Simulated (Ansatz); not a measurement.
# Al (P6_3/mmc) in Ansatz: a series of runs

Runs on Al. Level: PBEsol. Tasks: single point.

Program: Ansatz 0.2.0. These are calculated values, not measurements. Logs are shortened: lines on timing, memory, paths and dates and some standing lists are left out, and cuts for length are marked.

## Step 1: The cell of the first run

It takes space group P6_3/mmc (No. 194, hexagonal). The conventional cell has a = 2.700 Å, b = 2.700 Å, c = 4.867 Å, α = 90.00°, β = 90.00°, γ = 120.00°. Al (site symmetry -6m2) is surrounded by 12 Al at 2.70 to 2.89 Å.

This isn't the form of Al at room conditions, which is fcc.

## Step 2: Single point, PBEsol, 15.36 Å³/atom (strain_xy = -0.04)

Input file input.yaml:

```yaml
crystal:
  lattice:
    - [2.6999571374, 0.0, 0.0]
    - [-1.3499785687, 2.3382314701, 0.0]
    - [0.0, 0.0, 4.86685]
  atoms:
    - { symbol: Al, position: [0.3333333333, 0.6666666667, 0.25] }
    - { symbol: Al, position: [0.6666666667, 0.3333333333, 0.75] }
kpoints:
  mp_grid: { grid: [11, 11, 6] }
scf:
  occupations: { method: fermi_dirac, width: 0.05 }
hamiltonian:
  xc: pbesol
  pseudopotentials: { kind: all_electron, lapw: { basis_error: 0.001 } }
output:
  forces: true
  stress: true
  eigenvalues: true
```

Potentials or basis: all-electron LAPW, scalar-relativistic.

Launch:

```
$ ansatz run input.yaml --threads 1 --pin off --max-ram 3072MiB --backend cpu --events-out ev --progress --plain --runs-dir out
```

Log:

```text
Warning: RAYON_NUM_THREADS=1 ignored (pool sized by the plan → 1); use --threads N
LAPW: plane waves up to 6.430 Å⁻¹, error target 1.0e-3 eV per atom; small_component_spin mean_spin; Al in spheres of 1.350 Å, 11 of its electrons in bands, Dirac shells [] (how accurate: hamiltonian.pseudopotentials.lapw.basis_error, Limitations)
Engine: ansatz 0.2.0, x86_64-unknown-linux-gnu
Pseudopotentials: kind: all_electron
Pseudopotential: Al, LAPW, valence charge 11, lapw/all_electron/scalar/gaussian/Al, Koelling and Harmon's equation, gaussian nucleus
Functional definition: PBEsol
  exchange = pbesol_x
  correlation = pbesol_c
Crystal: 2 atoms, lattice volume = 30.725 Å³
Basis set: ecut = 157.52277758062067 eV, 135 PW (Γ), exchange–correlation at level 2
Bands: 15, of which v1, the nominal top of the filled ones, is band 11 counted from 1 (10 counted from 0)
Symmetry: 24 space group operations
Space group: P63/mmc (ITA 194), of the structure as read, at distance tolerance 3.1e-5 Å
k-points: 64 of 726
Non-local potential: Al, projectors of the file, none
Initial density: superposition of atomic densities (chi_scale 0.1, normalization cell)
Initial wavefunctions: plane waves of lowest kinetic energy (no species holds an atomic orbital)
Functional: x = pbesol(κ = 0.804, μ = 0.12345679012345678), c = pbesol(β = 0.046)
iter 1 solved again at ethr=1.96e-4 eV; its pass at ethr=1.00e-1 eV (dr2=4.30e-2 eV) is discarded
SCF iter   1: F=—  HF=-13189.082207 eV  |F-HF|=—  |Δ(HF+E_count)|=         —  Δρ=1.43e-2  dr2=4.32e-2  ethr=1.96e-4  ⟨swp⟩=3.1  Hψ=7091  notcnv=0
preconditioner: auto → none  [insulator: Δε(μ)=0.178 eV  Ē_g=9.538 eV  σ=0.050 eV  W_gap=0.54  n_scr=2 (ndim 8)  ℏωp=16.4 eV  f_vac=0.000  D(μ)=0.40/eV (n_scr^D=2)  ε∞_Penn≈4.0]
SCF iter   2: F=—  HF=-13189.033244 eV  |F-HF|=—  |Δ(HF+E_count)|=   4.90e-2  Δρ=6.44e-3  dr2=8.49e-3  ethr=1.96e-4  ⟨swp⟩=2.0  Hψ=2632  notcnv=0
iter 3 solved again at ethr=4.97e-8 eV; its pass at ethr=3.86e-5 eV (dr2=1.09e-5 eV) is discarded
SCF iter   3: F=—  HF=-13189.022583 eV  |F-HF|=—  |Δ(HF+E_count)|=   1.07e-2  Δρ=2.62e-4  dr2=1.11e-5  ethr=4.97e-8  ⟨swp⟩=3.0  Hψ=4912  notcnv=0
SCF iter   4: F=—  HF=-13189.022563 eV  |F-HF|=—  |Δ(HF+E_count)|=         —  Δρ=6.80e-5  dr2=9.24e-7  ethr=4.97e-8  ⟨swp⟩=2.1  Hψ=2590  notcnv=0
the basis was enlarged: its passes take 156.8 KiB over the memory plan, 1 of 1 planned eigensolver slots
SCF iter   5: F=-13189.022563 eV  HF=-13189.022563 eV  |F-HF|=4.80e-9  |Δ(HF+E_count)|=   6.27e-7  Δρ=5.62e-6  dr2=7.11e-9  ethr=4.20e-9  ⟨swp⟩=2.1  Hψ=2590  notcnv=0
SCF 1 converged in 5 iterations: F = -13189.022563 eV  dr2 = 7.11e-9
SCF converged after 5 iterations
Free energy (F): -13189.022563 eV
Harris-Foulkes:  -13189.022563 eV  (|F-HF|=4.80e-9)
Internal energy: -13189.018455 eV  (E = F + TS)
E sigma→0 (E₀):  -13189.020509 eV
Entropy (-TS):   -0.004109 eV (-2.054 meV/atom)
Fermi energy:    10.694605 eV
--- Per-component energies (eV) ---
  E_band       = -980.348638
  E_kinetic    = 13216.519603
  E_xc         = -988.706383
  E_electrostatic = -25416.831674  (all electrons and nuclei)
  E_smearing   = -0.004109  (= −TS)
  E_closure    = 0.000000  (closes the sum)
  E_atoms      = -13180.977686  (free atoms, spherical and without spin; not in F)
  Σ components = -13189.022563   (vs F -13189.022563, Δ=0.00e0)
  Basis errors (estimates in eV, not in F): energy 3.1e-4 per atom: plane waves 2.8e-4 (1.5e-4 summed), levels above the bands 8.1e-44, relativity 1.4e-8, radial functions 2.0e-5, core shells 1.3e-13; eigenvalues (radial functions only) 5.5e-6; not estimated: angular momenta, meshes, grids; target (lapw.basis_error) 1.0e-3; muffin-tin radii Al 1.350 Å
--- Forces (eV/Å), atoms counted from 1 ---
  atom   1  Al     0.00000000    -0.00000000     0.00000000
  atom   2  Al     0.00000000     0.00000000     0.00000000
  max |Σ_I F_I| component: 1.16e-18 eV/Å
--- Stress (GPa, compression-positive) ---
        9.348134      -0.000000       0.000000
       -0.000000       9.348134       0.000000
        0.000000       0.000000       0.717442
  P = ⅓ Tr σ = 6.4712 GPa (64.712 kbar)
--- Band table (eV; the first three rows and the last of 64) ---
  k-point 0: bands = ["-92.2762", "-92.2738", "-53.9755", "-53.9540", "-53.9318", "-53.9318", "-53.9294", "-53.9294", "-0.9806", "4.9660", "5.2843", "21.3560", "22.5581", "23.3248", "23.3248"]
  k-point 1: bands = ["-92.2760", "-92.2739", "-53.9740", "-53.9554", "-53.9316", "-53.9316", "-53.9295", "-53.9295", "-0.8073", "3.2809", "7.2763", "18.5901", "23.4512", "23.4512", "23.6065"]
  k-point 2: bands = ["-92.2756", "-92.2744", "-53.9701", "-53.9593", "-53.9312", "-53.9312", "-53.9300", "-53.9300", "-0.2890", "1.7633", "9.7135", "15.4115", "23.7941", "23.7941", "23.8994"]
  k-point 63: bands = ["-92.2700", "-92.2700", "-53.9640", "-53.9640", "-53.9556", "-53.9556", "-53.9500", "-53.9500", "7.9987", "7.9987", "8.8926", "8.8926", "11.1654", "11.1654", "19.6792"]
```

Run time: 3.3 s. Hardware: 1 thread of AMD EPYC 7R13 (Zen 3), shared host; peak memory 0.26 GiB.

Results:

```
Free energy            : -13189.0226 eV
Pressure               : 6.5 GPa
Band gap on the k mesh : none (metal or under the smearing width)
```

## Step 3: Single point, PBEsol, 16.01 Å³/atom (strain_xy = -0.02)

Changes to input.yaml since step 2:

```diff
@@ -2,4 +2,4 @@
   lattice:
-    - [2.6999571374, 0.0, 0.0]
-    - [-1.3499785687, 2.3382314701, 0.0]
+    - [2.7562062445, 0.0, 0.0]
+    - [-1.3781031222, 2.3869446258, 0.0]
     - [0.0, 0.0, 4.86685]
```

Potentials or basis: all-electron LAPW, scalar-relativistic.

Launch:

```
$ ansatz run input.yaml --threads 1 --pin off --max-ram 3072MiB --backend cpu --events-out ev --progress --plain --runs-dir out
```

It took 3 s on 1 thread of AMD EPYC 7R13 (Zen 3), shared host; peak memory 0.25 GiB.

It converged, with:

```
Free energy            : -13189.0760 eV
Pressure               : 2.3 GPa
Band gap on the k mesh : none (metal or under the smearing width)
```
